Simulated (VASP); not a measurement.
# NiO (Fm-3m) in VASP: settings compared, part 2 of 2

VASP 6.6.1. The steps go on from the part before.

## 5. Relaxation of cell and atoms, r2SCAN, collinear spin, ferromagnetic start

Contents of INCAR:

```
  ALGO = Normal
  EDIFF = 1E-6
  EDIFFG = -0.01
  ENCUT = 600
  IBRION = 2
  ISIF = 3
  ISMEAR = 0
  ISPIN = 2
  LASPH = True
  LCHARG = False
  LMAXMIX = 4
  LMIXTAU = True
  LORBIT = 11
  LREAL = False
  LWAVE = False
  MAGMOM = 1 0
  METAGGA = R2SCAN
  NELM = 100
  NSW = 40
  PREC = Accurate
  SIGMA = 0.05
```

Contents of KPOINTS:

```
k-points
0
Gamma
  11 11 11
```

Contents of POSCAR:

```
NiO
1.0
    0.0000000000      2.0859016414      2.0859016414
    2.0859016414      0.0000000000      2.0859016414
    2.0859016414      2.0859016414      0.0000000000
Ni O
1 1
Direct
    0.0000000000      0.0000000000      0.0000000000
    0.5000000000      0.5000000000      0.5000000000
```

Potentials or basis: VASP PAW PBE potentials, release 64 (Ni, O).

On the command line:

```
$ cat potpaw_PBE.64/Ni/POTCAR potpaw_PBE.64/O/POTCAR > POTCAR
$ mpirun -np 1 vasp_std > vasp.out
```

Run time: 2.7 min. Hardware: 1 thread of Intel Xeon Platinum 8559C (Emerald Rapids), shared host; peak memory 0.18 GiB.

Results (log left out):

```
Free energy                                           : -20.1143 eV
Relaxed volume                                        : 9.17 Å³/atom
Relaxed cell                                          : a = 2.960 Å, b = 2.960 Å, c = 2.960 Å, α = 60.00°, β = 60.00°, γ = 60.00°
Space group after relaxing (to 0.05 Å)                : Fm-3m (No. 225)
Energy gained by relaxing                             : 0.7 meV/atom
Ionic steps                                           : 3
Pressure after relaxing                               : 0.1 GPa
Band gap on the k mesh                                : 0.77 eV, indirect (least direct gap 1.71 eV)
Net moment                                            : 2.00 μB per cell
Site moments                                          : Ni +1.69; O +0.28 μB
Valence electrons inside the program's atomic spheres : Ni 8.91; O 5.04
```

Step by step:
| step | energy change (eV) | largest force (eV/Å) | pressure (GPa) | volume (Å³) |
| --- | --- | --- | --- | --- |
| 1 | 0.0000 | 0.0000 | 2.43 | 18.15 |
| 2 | -0.0005 | 0.0000 | -1.88 | 18.51 |
| 3 | -0.0015 | 0.0000 | 0.09 | 18.35 |

Final structure:
```
CELL_PARAMETERS angstrom
0.00000 2.09338 2.09338
2.09338 0.00000 2.09338
2.09338 2.09338 0.00000
ATOMIC_POSITIONS crystal
Ni 0.00000 0.00000 0.00000
O 0.50000 0.50000 0.50000
```

Levels at points of the mesh, in eV from the valence-band top:
Spin up:
| k point | band 5 | band 6 | band 7 | band 8 | band 9 | band 10 | band 11 | band 12 | band 13 |
| --- | --- | --- | --- | --- | --- | --- | --- | --- | --- |
| (0.00, 0.00, 0.00) | -3.04 | -3.04 | -2.72 | -2.72 | -2.72 | 2.20 | 18.84 | 19.67 | 19.67 |
Spin down:
```csv
k point,band 5,band 6,band 7,band 8,band 9,band 10
"(0.00, 0.00, 0.00)",-2.04,-2.04,-2.04,0.77,0.78,2.75
```

Caveat: the PAW data sets were made with another functional, which shifts forces and pressure a little; an odd mesh through Γ misses points on the zone boundary, where band edges often lie; a cell with one magnetic atom can't hold antiferromagnetic order, which such compounds often take.

## 6. Relaxation of cell and atoms, SCAN, collinear spin, ferromagnetic start

Contents of INCAR:

```
SYSTEM = NiO
ALGO = Normal
EDIFF = 1E-6
EDIFFG = -0.01
ENCUT = 600
IBRION = 2
ISIF = 3
ISMEAR = 0
ISPIN = 2
LASPH = .TRUE.
LCHARG = .FALSE.
LMAXMIX = 4
LMIXTAU = .TRUE.
LORBIT = 11
LREAL = .FALSE.
LWAVE = .FALSE.
MAGMOM = 1 0
METAGGA = SCAN
NELM = 120
NSW = 40
PREC = Accurate
SIGMA = 0.05
```

Contents of KPOINTS:

```
k-points
0
G
  11 11 11
  0 0 0
```

POSCAR is that of step 5.

Potentials or basis: VASP PAW PBE potentials, release 64 (Ni, O).

On the command line:

```
$ cat potpaw_PBE.64/Ni/POTCAR potpaw_PBE.64/O/POTCAR > POTCAR
$ mpirun -np 1 vasp_std > vasp.out
```

It took 2.5 min on 1 thread of Intel Xeon Platinum 8559C (Emerald Rapids), shared host; peak memory 0.18 GiB.

It converged, with:

```
Free energy                                           : -24.8556 eV
Relaxed volume                                        : 9.13 Å³/atom
Relaxed cell                                          : a = 2.956 Å, b = 2.956 Å, c = 2.956 Å, α = 60.00°, β = 60.00°, γ = 60.00°
Space group after relaxing (to 0.05 Å)                : Fm-3m (No. 225)
Energy gained by relaxing                             : 0.4 meV/atom
Ionic steps                                           : 4
Pressure after relaxing                               : 0.0 GPa
Band gap on the k mesh                                : 0.94 eV, indirect (least direct gap 1.90 eV)
Net moment                                            : 2.00 μB per cell
Site moments                                          : Ni +1.70; O +0.26 μB
Valence electrons inside the program's atomic spheres : Ni 8.92; O 5.06
```

The path:
| step | energy change (eV) | largest force (eV/Å) | pressure (GPa) | volume (Å³) |
| --- | --- | --- | --- | --- |
| 1 | 0.0000 | 0.0000 | 1.49 | 18.15 |
| 2 | -0.0007 | 0.0000 | -1.44 | 18.37 |
| 3 | -0.0010 | 0.0000 | -0.73 | 18.31 |
| 4 | -0.0009 | 0.0000 | 0.02 | 18.26 |

Final structure:
```
Ni O
1.0
     0.00000    2.08997    2.08997
     2.08997    0.00000    2.08997
     2.08997    2.08997    0.00000
Ni O
1 1
Direct
  0.00000 0.00000 0.00000
  0.50000 0.50000 0.50000
```

Levels at points of the mesh, in eV from the valence-band top:
Spin up:
```tsv
k point	band 6	band 7	band 8	band 9	band 10	band 11	band 12	band 13
(0.00, 0.00, 0.00)	-3.07	-2.71	-2.71	-2.71	2.12	18.85	19.74	19.74
```
Spin down:
```tsv
k point	band 5	band 6	band 7	band 8	band 9	band 10
(0.00, 0.00, 0.00)	-2.06	-2.06	-2.06	0.94	0.97	2.71
```

Caveat: the PAW data sets were made with another functional, which shifts forces and pressure a little; an odd mesh through Γ misses points on the zone boundary, where band edges often lie; a cell with one magnetic atom can't hold antiferromagnetic order, which such compounds often take. Zero-point motion and thermal expansion aren't in these numbers.

## 7. For comparison

An earlier run on the cell as given: functional PBEsol; potentials or basis VASP PAW PBE potentials, release 64 (Ni, O); cutoff 520 eV; k mesh 11 × 11 × 11; occupations fermi-dirac, width 0.05 eV; collinear spin, ferromagnetic start; starting moments [1.0, 0.0] μB.

- Pressure: -7.6 GPa
- Band gap on the k mesh: none (metal or under the smearing width)
- Net moment: 1.34 μB per cell
- Site moments: Ni +1.12; O +0.19 μB
- Valence electrons inside the program's atomic spheres: Ni 9.04; O 4.93

## 8. Overview

| task | level | potentials or basis | cell | cutoff (eV) | smearing | ladder | gap on the mesh (eV) | pressure (GPa) | moment (μB) | relaxed volume (Å³/atom) |
| --- | --- | --- | --- | --- | --- | --- | --- | --- | --- | --- |
| relaxation of cell and atoms | PBE | VASP PAW PBE potentials, release 64 (Ni_pv, O) | relaxed | 600 | fermi-dirac 0.05 eV | - | none | 0.0 | 1.79 | 9.31 |
| relaxation of cell and atoms | PBE | VASP PAW PBE potentials, release 64 (Ni_sv_GW, O_GW) | relaxed | 680 | fermi-dirac 0.05 eV | - | none | 0.0 | 1.81 | 9.32 |
| relaxation of cell and atoms | PBE | VASP PAW PBE potentials, release 64 (Ni_GW, O_GW) | relaxed | 630 | fermi-dirac 0.05 eV | - | none | 0.0 | 1.78 | 9.33 |
| relaxation of cell and atoms | r2SCAN | VASP PAW PBE potentials, release 64 (Ni, O) | relaxed | 600 | gaussian 0.05 eV | - | 0.77 | 0.1 | 2.00 | 9.17 |
| relaxation of cell and atoms | SCAN | VASP PAW PBE potentials, release 64 (Ni, O) | relaxed | 600 | gaussian 0.05 eV | - | 0.94 | 0.0 | 2.00 | 9.13 |
| single point | PBEsol | VASP PAW PBE potentials, release 64 (Ni, O) | as given | 520 | fermi-dirac 0.05 eV | free | none | -7.6 | 1.34 | - |

Alike in all rows: spin collinear, ferromagnetic start; k mesh 11 × 11 × 11.

Caveats: a cell with one magnetic atom can't hold antiferromagnetic order, which such compounds often take; semilocal functionals often make such compounds metallic where correlation or magnetic order opens a gap, which also shifts bond lengths (some runs); the PAW data sets were made with another functional, which shifts forces and pressure a little (some runs); an odd mesh through Γ misses points on the zone boundary, where band edges often lie (some runs).

Absolute energies hang on the potentials; compare differences alone.
